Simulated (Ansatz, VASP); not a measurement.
# KI: VASP beside Ansatz, part 2 of 2

One calculation is typed for both programs; each brings its own data sets and cutoff. How far apart do they land? The cell is taken from a series of VASP runs on this material, whose earlier steps may have relaxed, scaled or displaced it; both programs get it as it stands.

VASP 6.6.1 and Ansatz 0.2.0.

So far. Step 4 (Differences): The walks stopped with -0.03 GPa left in Ansatz and 0.01 GPa in VASP; each walk ends within a tolerance, so the volume difference is uncertain by about these residues over the bulk modulus, most in soft cells.

### 5. VASP: relaxation of cell and atoms, r2SCAN with rVV10

Level of this step: r2SCAN with rVV10; plane waves and PAW (I, K_sv) (VASP).

The relaxed volume is the usual yardstick between codes: its relative difference is about their pressure difference at one cell divided by the bulk modulus. The cell compared in this pair holds 86.43 Å³, against 79.48 Å³ for the pair before.

Input file INCAR:

```
SYSTEM = KI
PREC = Accurate
ENCUT = 450
EDIFF = 1E-06
NELM = 100
ISMEAR = 0
SIGMA = 0.03
LREAL = .FALSE.
ALGO = Normal
METAGGA = R2SCAN
LUSE_VDW = .TRUE.
IVDW_NL = 2
BPARAM = 11.95
CPARAM = 0.0093
LASPH = .TRUE.
NBANDS = 14
LORBIT = 11
LWAVE = .FALSE.
LCHARG = .FALSE.
KPAR = 4
IBRION = 2
NSW = 50
ISIF = 3
EDIFFG = -0.006
```

Input file POSCAR:

```
KI
1.0
    0.0000000000      3.5092452625      3.5092452625
    3.5092452625      0.0000000000      3.5092452625
    3.5092452625      3.5092452625      0.0000000000
I K
1 1
Direct
    0.5000000000      0.5000000000      0.5000000000
    0.0000000000      0.0000000000      0.0000000000
```

Input file KPOINTS:

```
Automatic mesh
0
Gamma
6 6 6
0 0 0
```

PAW data sets: I and K_sv (PBE family, release 64).

On the command line:

```bash
mpirun -np 4 vasp_std
```

Numbers of over 12 decimals in the logs are rounded to 6 here.

The log of the run:

```text
[banner, memory and clock lines left out]
running    4 mpi-ranks, on    1 nodes
[...]
|                                                                             |
|               ----> ADVICE to this user running VASP <----                  |
|                                                                             |
|     You have switched on vdW-DFT.                                           |
|     This routine was written and supplied by Jiri Klimes. We recommend      |
|     that you carefully read and cite the following publications:            |
|       J. Klimes, D.R. Bowler, A. Michelides                                 |
|          J. Phys.: Cond Matt. 22 022201 (2010)                              |
|       J. Klimes, D.R. Bowler, A. Michelides                                 |
|          Phys. Rev. B. 83, 195131 (2011)                                    |
|     and references therein.                                                 |
|                                                                             |

[...]
DAV:  11    -0.334373251005E+02   -0.36481E-04   -0.34766E-05   484   0.425E-02    0.198E-02
Total rVV10 correction in eV:      0.5405287    18.4957969
Total rVV10 correction in eV:      0.5405287    18.4957969
Total rVV10 correction in eV:      0.5405287    18.4957969
Total rVV10 correction in eV:      0.5405287    18.4957969
DAV:  12    -0.334373393083E+02   -0.14208E-04   -0.15379E-05   448   0.388E-02    0.391E-03
Total rVV10 correction in eV:      0.5405423    18.4957969
Total rVV10 correction in eV:      0.5405423    18.4957969
Total rVV10 correction in eV:      0.5405423    18.4957969
Total rVV10 correction in eV:      0.5405423    18.4957969
DAV:  13    -0.334373392240E+02    0.84274E-07   -0.19684E-07   472   0.374E-03
Total rVV10 correction in eV:      0.5405394    18.4957969
Total rVV10 correction in eV:      0.5405394    18.4957969
Total rVV10 correction in eV:      0.5405394    18.4957969
Total rVV10 correction in eV:      0.5405394    18.4957969
Total rVV10 correction in eV:      0.5405422    18.4957969
Total rVV10 correction in eV:      0.5405422    18.4957969
Total rVV10 correction in eV:      0.5405422    18.4957969
Total rVV10 correction in eV:      0.5405422    18.4957969
   1 F= -.33437339E+02 E0= -.33437339E+02  d E =-.334373E+02
[...]
reached required accuracy - stopping structural energy minimisation
```

From OUTCAR (step 5):

```text
  Total       -0.0094057     -0.0094057     -0.0094057     -0.0000000      0.0000000      0.0000000
  in kB       -0.1743536     -0.1743536     -0.1743536     -0.0000000      0.0000000      0.0000000
  external PRESSURE =      -0.1743536 kB  Pullay stress =       0.0000000 kB

 POSITION                                       TOTAL-FORCE (eV/Angst)
 -----------------------------------------------------------------------------------
      3.50925      3.50925      3.50925        -0.000000      0.000000     -0.000000
      0.00000      0.00000      0.00000         0.000000     -0.000000      0.000000
 -----------------------------------------------------------------------------------
    total drift:                                0.000000      0.000000      0.000000

  FREE ENERGIE OF THE ION-ELECTRON SYSTEM (eV)
  ---------------------------------------------------
  free  energy   TOTEN  =       -33.4373392240 eV

  energy  without entropy=      -33.4373392240  energy(sigma->0) =      -33.43733922

[... 2 parts as in an earlier step ...]

[... 2 further parts left out ...]
[key lines of the parts left out:]
E-fermi :  -0.5271
```

### 6. Ansatz: relaxation of cell and atoms, r2SCAN with rVV10

The same cell, functional, mesh and smearing now go to Ansatz, which takes its cutoff from its data sets.

The cell is taken from a series of VASP runs on this material, whose earlier steps may have relaxed, scaled or displaced it; both programs get it as it stands.

Input file input.yaml:

```yaml
crystal:
  lattice:
    - [0.0, 3.5092452625, 3.5092452625]
    - [3.5092452625, 0.0, 3.5092452625]
    - [3.5092452625, 3.5092452625, 0.0]
  atoms:
    - { symbol: I, position: [0.5, 0.5, 0.5] }
    - { symbol: K, position: [0.0, 0.0, 0.0] }
hamiltonian:
  xc: r2scan
  pseudopotentials: { kind: paw }
  dispersion: rvv10
kpoints:
  mp_grid: { grid: [6, 6, 6] }
scf:
  occupations: { method: gaussian, width: 0.03 }
relax:
  f_tol: 0.01
  max_steps: 60
  cell: { stress_tol: 0.05 }
output:
  forces: true
  stress: true
  write_density: true
  write_potential: true
  elf: true
  volumetric_format: npy
```

On the command line:

```bash
ansatz run input.yaml --threads 4 --pin off --max-ram 9216MiB --backend cpu --events-out ev --progress --plain --runs-dir out
```

The log of the run:

```text
[...]
Crystal: 2 atoms, lattice volume = 86.431 Å³
Basis set: ecut = 500 eV, 2133 PW (Γ), exchange–correlation on 180×180×180 points (64 copies of the dense FFT grid, shifted against one another)
Bands: 17, of which v1, the nominal top of the filled ones, is band 13 counted from 1 (12 counted from 0)
Symmetry: 48 space group operations
[...]
k-points: 16 of 216
[...]
k-point 15: bands = [... 9 lower, -8.5365, 1.1569, 1.4884, 1.5171, 8.1383, 9.2351, 10.0221, 11.2364]
--- Relaxed structure (2 steps of the walk, 2 accepted, 1 SCFs on fresh bases) ---
[...]
cell:  # Å, volume = 86.2125 Å³
    - [0, 3.506281, 3.506281]
    - [3.506281, 0, 3.506281]
    - [3.506281, 3.506281, 0]
  atoms:
    - { symbol: I, position: [0.5, 0.5, 0.5] }
    - { symbol: K, position: [0, 0, 0] }
[key lines of the parts left out:]
SCF converged after 4 iterations
Free energy (F): -9071.043621 eV
Fermi energy:    4.375472 eV
P = ⅓ Tr σ = -0.0434 GPa (-0.434 kbar)
```

It took 6.2 s on 4 threads of Arm Neoverse V2, shared host; peak memory 0.78 GiB.

### 7. Comparison

What differs besides the data sets and the points named for the pairs above, as far as they apply: VASP keeps PBE cores, Ansatz makes them for the functional; the cutoff is 500 eV in Ansatz and 450 eV in VASP. Total energies have different zeros and are not compared.

The two programs side by side:

| quantity | Ansatz | VASP | difference |
| --- | --- | --- | --- |
| volume (Å³) | 86.21 | 86.43 | -0.25 % |
| edge a after relaxation, in the typed setting (Å) | 4.959 | 4.963 | -0.08 % |

The walks stopped with -0.04 GPa left in Ansatz and -0.02 GPa in VASP; each walk ends within a tolerance, so the volume difference is uncertain by about these residues over the bulk modulus, most in soft cells.

### 8. Summary of results

```
difference in volume (relaxation of cell and atoms, LDA)               : -0.17 %
difference in volume (relaxation of cell and atoms, r2SCAN with rVV10) : -0.25 %
```

**Reading.** The difference in volume is -0.25 % (relaxation of cell and atoms, r2SCAN with rVV10), within the 1.2 % picked in this series as the mark of a large difference, as far as the stopping tolerances let one tell. How closely two codes agree says nothing of how well the functional describes the real material.

[Lines on the potential files, build, host, timing and source positions are cut from VASP's logs without a mark.]

[Logs are printed without paths, hosts, clocks, repeated set-up lines and the standing remarks that a program may print on its own settings, such as how far it seeks lower states.]

[Hosts, paths, dates, database ids (printed as entryN), source tags and the programs' standing remarks are cut or masked in the printed files.]
